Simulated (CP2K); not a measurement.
# CdSe under changes of volume

One of the cells (28.942 Å³/atom); the others are scaled copies at fixed shape and fractional positions:

```xyz
2
Lattice="4.3420 0.0000 0.0000 2.1710 3.7603 0.0000 2.1710 1.2534 3.5452" Properties=species:S:1:pos:R:3 pbc="T T T"
Cd    0.0000    0.0000    0.0000
Se    2.1710    1.2534    0.8863
```

Measurements of this composition are mostly on another form, of space group No. 186.

* Program: CP2K 2026.2
* Functional: OLYP
* Potentials or basis: POTENTIAL_UZH Cd GTH-PBE-q12, Se GTH-PBE-q6; TZVP-MOLOPT-PBE-GTH basis
* Density cutoff: 6123 eV
* k mesh: 8 × 8 × 8
* Occupations: fermi-dirac, width 0.05 eV
* Spin: no spin polarisation

```tsv
volume (Å³/atom)	energy over the lowest point (meV/atom)	pressure (GPa)	gap on the mesh (eV)
27.206	?	?	?
27.784	48.94	5.5	1.01
28.363	31.52	4.2	0.96
28.942	18.32	3.1	0.92
29.521	8.91	2.1	0.87
30.100	2.93	1.2	0.83
30.679	0.00	0.4	0.78
```

What does the run at 27.206 Å³/atom give?

Energy over the lowest point 71.10 meV/atom; pressure 6.8 GPa; gap on the mesh 1.06 eV.

Worked out: A Birch-Murnaghan fit of order 3 (a polynomial in V^(-2/3)) to the other rows has its minimum at 31.00 Å³/atom, just outside them, with B0 = V·E''(V) = 39 GPa and B' = 4.6. It gives 71.03 meV/atom at 27.206 Å³/atom, against the run's 71.10, and -dE/dV = 6.8 GPa, against 6.8. A straight line through the other rows of the gap, of slope -2.29 eV per unit of ln V (its deformation potential), extrapolates to 1.06 eV, against the run's 1.06.

Energies are extrapolated to zero smearing.

Caveats: the potentials were made for another functional, which shifts forces and pressure; the basis of atomic orbitals isn't converged, which shifts pressures, moduli and gaps.

Spin-orbit coupling on Cd, Se is left out.
